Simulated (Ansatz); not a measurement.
SnO$_{2}$: opening a crack plane

SnO$_{2}$, P4_2/mnm, a = 4.760 Å, c = 3.201 Å. Ansatz: r2SCAN, PAW, 500 eV, Γ-centred 8×6×3 mesh on 12 atoms, Gaussian smearing 0.05 eV; no spin polarisation. One cut on (010) per cell of 12 atoms is opened rigidly by x, between planes of Sn and O that stand 0.92 Å apart; y is the energy per area (15.235 Å², 1 eV/Å² = 16.02 J/m²).

```
x (Å) y (J/m²)
 0.00     0.000
 0.25     0.528
 0.50     1.802
 0.75     3.368
 1.00     4.848
 1.50         ?
 2.00     7.441
 3.00     7.854
 4.50     8.035
 6.00     8.103
```

**Question.** Fit the universal binding curve y = W[1 − (1 + x/l) e^(−x/l)] to the other rows, give the peak stress, and predict the missing value.

**Answer.** Least squares gives W = 8.11 J/m² and l = 0.518 Å. The stress dy/dx peaks at x = l with W/(e l) = 57.6 GPa, for rigid faces. At x = 1.50: x/l = 2.896, y = 6.364 J/m². The run gave 6.746 J/m², so the fit is 0.382 J/m² too low, 4.7 % of the span of the series, against an rms of 0.141 J/m² on the fitted rows. One length l has to serve both the bottom of the well and the tail, and here they ask for different ones.

Cost: 11 runs of about 11 core-minutes in all, on Intel Xeon 6975P-C (Granite Rapids) (shared hosts).